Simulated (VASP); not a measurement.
# C₄NH₅: relaxation of the atoms

C₄NH₅, molecule in box, 10 atoms in the cell. PBE; PAW potentials C, N, H (PBE set).

## Input

INCAR:
```
SYSTEM = H5C4N
GGA = PE
PREC = Accurate
ENCUT = 500
EDIFF = 1E-6
ISMEAR = 0
SIGMA = 0.02
LREAL = .False.
LASPH = .True.
ALGO = Normal
NELM = 100
IBRION = 2
NSW = 80
EDIFFG = -0.01
ISIF = 2
NCORE = 2
LWAVE = .False.
LCHARG = .False.
```

KPOINTS:
```
k-points
0
Gamma
  1 1 1
```

POSCAR:
```
H5C4N
1.0
   13.0000000000      0.0000000000      0.0000000000
    0.0000000000     12.0000000000      0.0000000000
    0.0000000000      0.0000000000      9.0000000000
C N H
4 1 5
Direct
    0.5544410000      0.4061070000      0.5000010000
    0.4455590000      0.4061070000      0.5000000000
    0.4139910000      0.5156500000      0.5000000000
    0.5860090000      0.5156490000      0.4999990000
    0.5000000000      0.5817020000      0.5000010000
    0.6044140000      0.3339710000      0.5000020000
    0.3955850000      0.3339710000      0.4999990000
    0.3379180000      0.5521660000      0.4999990000
    0.5000000000      0.6660290000      0.5000020000
    0.6620820000      0.5521650000      0.4999980000
```

Commands:
```
cat potpaw_PBE.64/C/POTCAR potpaw_PBE.64/N/POTCAR potpaw_PBE.64/H/POTCAR > POTCAR
mpirun -np 4 vasp_gam > vasp.out
```

## Result

- Ionic steps: 11
- SCF steps in all: 94

Ionic steps:

| Step | Energy (eV) | Largest force (eV/A) | SCF steps |
|---|---|---|---|
| 1 | -62.32631 | 0.4506 | 25 |
| 2 | -62.30066 | 1.4213 | 15 |
| 3 | -62.33009 | 0.2502 | 13 |
| 4 | -62.33315 | 0.1374 | 13 |
| 5 | -62.33351 | 0.0782 | 4 |
| 6 | -62.33316 | 0.2360 | 5 |
| 7 | -62.33374 | 0.0513 | 6 |
| 8 | -62.33371 | 0.0850 | 4 |
| 9 | -62.33378 | 0.0166 | 4 |
| 10 | -62.33379 | 0.0154 | 3 |
| 11 | -62.33379 | 0.0088 | 2 |

VASP 6.6.1 took 120 s on 4 cores (Intel Xeon 6975P-C (Granite Rapids)), a shared host.
